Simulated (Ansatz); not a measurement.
# CuCl2 under changes of volume

One of the cells (29.413 Å³/atom); the others are scaled copies at fixed shape and fractional positions:

```
Cu Cl
1.0
     4.52065    0.00000    0.00000
     0.00000    4.52065    0.00000
     0.00000    0.00000    4.31771
Cu Cl
1 2
Direct
  0.00000 0.00000 0.00000
  0.00000 0.50000 0.00000
  0.50000 0.00000 0.00000
```

Measurements of this composition are mostly on another form, of space group No. 12.

* Program: Ansatz 0.2.0
* Functional: r2SCAN
* Potentials or basis: Ansatz PAW
* Cutoff: 500 eV (not typed: the program's choice for these potentials)
* k mesh: 6 × 6 × 6
* Occupations: fermi-dirac, width 0.05 eV
* Spin: no spin polarisation

```tsv
volume (Å³/atom)	energy over the lowest point (meV/atom)	pressure (GPa)
27.648	?	?
28.236	1.18	0.8
28.824	0.00	-0.1
29.413	1.70	-0.8
30.001	5.96	-1.5
30.589	12.48	-2.0
31.177	21.01	-2.5
```

Question: What does the run at 27.648 Å³/atom give?

Answer: Energy over the lowest point 5.60 meV/atom; pressure 1.7 GPa.

Worked out: A Birch-Murnaghan fit of order 3 (a polynomial in V^(-2/3)) to the other rows has its minimum at 28.76 Å³/atom with B0 = V·E''(V) = 39 GPa and B' = 4.9 at fixed shape and positions, which overstates the stiffness. It gives 5.61 meV/atom at 27.648 Å³/atom, against the run's 5.60, and -dE/dV = 1.7 GPa, against 1.7.

Energies are extrapolated to zero smearing.

Caveats: an odd number of electrons without spin polarisation forces a metal; a magnetic or distorted state may lie lower; the run has no spin polarisation, though such a crystal can be magnetic; the PAW data sets come from PBE, with cores solved anew for the run's functional, which leaves a small shift of forces and pressure.
